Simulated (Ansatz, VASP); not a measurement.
**Ni in VASP and in Ansatz**

INCAR

```
PREC = Accurate
ENCUT = 520
EDIFF = 1E-8
ISMEAR = -1
SIGMA = 0.05
LREAL = False
LASPH = True
NELM = 150
ALGO = Normal
ISIF = 2
LWAVE = False
LCHARG = False
ISPIN = 2
MAGMOM = 1.5
LORBIT = 11
LMAXMIX = 4
GGA = PE
LEFG = True
NBANDS = 15
```

File KPOINTS:

```
Automatic mesh
0
Gamma
  18 18 18
```

POSCAR

```
Ni
1.0
    0.0000000000      1.7796586194      1.7796586194
    1.7796586194      0.0000000000      1.7796586194
    1.7796586194      1.7796586194      0.0000000000
Ni
1
Direct
    0.0000000000      0.0000000000      0.0000000000
```

Input for Ansatz:

```yaml
crystal:
  lattice:
    - [0.0, 1.7796586194, 1.7796586194]
    - [1.7796586194, 0.0, 1.7796586194]
    - [1.7796586194, 1.7796586194, 0.0]
  atoms:
    - { symbol: Ni, position: [0.0, 0.0, 0.0], spin: 1.5 }
magnetization:
  spin_polarized: true
kpoints:
  mp_grid: { grid: [18, 18, 18] }
scf:
  occupations: { method: fermi_dirac, width: 0.05 }
hamiltonian:
  xc: pbe
  pseudopotentials: { kind: paw }
output:
  forces: true
  stress: true
  eigenvalues: true
  efg: { contact_densities: true }
```

Change from the starting cell: volume scaled by 1.02, PAW files.

Alike in both runs: task electric field gradients; functional PBE; k mesh 18 × 18 × 18; occupations fermi-dirac, width 0.05 eV; collinear spin.

|  | VASP | Ansatz |
| --- | --- | --- |
| version | VASP 6.6.1 | Ansatz 0.2.0 |
| potentials or method | VASP PAW PBE potentials, release 64 (Ni) | PAW with Ansatz's default frozen-core files, scalar-relativistic |
| plane-wave cutoff (eV) | 520 | 420 |
| valence electrons in the cell | 10 | 18 |

|  | VASP | Ansatz | Ansatz less VASP |
| --- | --- | --- | --- |
| pressure (GPa) | -6.3 | -6.4 | -0.06 |
| net moment per atom (μB) | 0.62 | 0.63 | +0.007 |
| size of the moment on the site where the two differ most (μB) | 0.64 | 0.67 | +0.033 |
| Vzz of the field gradient on the site that differs most (V/Å²) | 0.0 | 0.0 | 0.00 |

Site moments also hang on the region over which each program counts them. The functional is the same, so the differences come from potentials, cutoffs and numerics. The two sets of potentials don't hold the same shells in valence.
